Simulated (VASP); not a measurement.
Wanted: the native input for a VASP 6.6.1 run.

```yaml
Task: single point
Functional: r2SCAN
Potentials_or_basis: VASP PAW PBE potentials, release 64 (Ti_sv, O)
Cutoff: 520 eV
k_mesh: 7 × 7 × 7
Occupations: gaussian, width 0.05 eV
Spin: collinear spin, zero start
Starting_moments: "[0.0, 0.0] μB"
Hubbard_terms: Ti d U = 2 eV
Further_INCAR_settings: ALGO = Normal; EDIFF = 1e-06
```

The structure of TiO lies in POSCAR:

```
TiO
1.0
    2.7083400800      0.0000000000      0.0000000000
    0.0000000000      2.7083400800      0.0000000000
    0.0000000000      0.0000000000      2.7083400800
Ti O
1 1
Direct
    0.0000000000      0.0000000000      0.0000000000
    0.5000000000      0.5000000000      0.5000000000
```

The cell comes from a database or a generator and needn't be the stable form of this composition.

The input as run:

INCAR

```
PREC = Accurate
ENCUT = 520
EDIFF = 1E-6
ISMEAR = 0
SIGMA = 0.05
LREAL = F
LASPH = T
NELM = 80
ALGO = Normal
ISIF = 2
LWAVE = F
LCHARG = T
ISPIN = 2
MAGMOM = 0 0
LORBIT = 11
LMAXMIX = 4
LDAU = T
LDAUTYPE = 2
LDAUL = 2 -1
LDAUU = 2 0
LDAUJ = 0 0
LDAUPRINT = 1
METAGGA = R2SCAN
LMIXTAU = T
LELF = T
LVHAR = T
```

KPOINTS

```
Automatic mesh
0
Gamma
  7 7 7
```

Potentials or basis: VASP PAW PBE potentials, release 64 (Ti_sv, O).

The run is started by

```bash
$ cat potpaw_PBE.64/Ti_sv/POTCAR potpaw_PBE.64/O/POTCAR > POTCAR
$ mpirun -np 1 vasp_std > vasp.out
```

It gave:

- Pressure: -12.9 GPa
- Band gap on the k mesh: none (metal or under the smearing width)
- Net moment: 0.21 μB per cell
- Site moments: Ti +0.18; O +0.01 μB
- Valence electrons inside the program's atomic spheres: Ti 10.26; O 5.04

Caveat: the PAW data sets were made with another functional, which shifts forces and pressure a little.

It took 120 s on 1 thread of Intel(R) Xeon(R) Platinum 8259CL CPU @ 2.50GHz (Skylake/Cascade Lake), with other jobs on the host, peak memory 0.14 GiB.
